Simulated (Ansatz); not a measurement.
**TiAl: moving Ti off its site**

TiAl, P4/mmm, a = 2.837 Å, c = 4.059 Å (as given, not relaxed at this level: -0.7 GPa). The structure is a COD entry; whether it is the stable form wasn't checked. Ansatz: PBE, PAW, 420 eV, Γ-centred 16×16×12 mesh on 2 atoms, Gaussian smearing 0.15 eV; no spin polarisation.

```
CELL_PARAMETERS angstrom
2.83730 0.00000 0.00000
0.00000 2.83730 0.00000
0.00000 0.00000 4.05910
ATOMIC_POSITIONS crystal
Ti 0.00000 0.00000 0.00000
Al 0.50000 0.50000 0.50000
```

Atom 1 (Ti) moves by x along the unit vector (-0.707, -0.707, 0.000), with its periodic images; all else is held. y is the free energy of the cell over the start, F the force along the path summed over the moved atoms. Symmetry makes y even in x.

```
 x (Å) y (meV) F (eV/Å)
-0.200        ?         ?
-0.100     21.8      0.44
 0.000      0.0      0.00
 0.025      1.4     -0.11
 0.050      5.4     -0.22
 0.075     12.3     -0.33
 0.125     34.1     -0.55
 0.150     49.2     -0.66
 0.175     67.0     -0.77
```

Q: Fit y = c2 x² + c4 x⁴ to the energies of the other rows, give the force constant, and predict energy and force of the missing row.

A: Least squares on the rows shown. y = 2179 x² + 310.1 x⁴. The force constant is 2 c2 = 4.36 eV/Å² (for all images moving together, not for a lone atom). The force −dy/dx at the missing row is 0.88 eV/Å (computed 0.88). At x = -0.200 the fit asked for gives 87.7 meV. The run gave 87.7 meV, the same to the digits shown.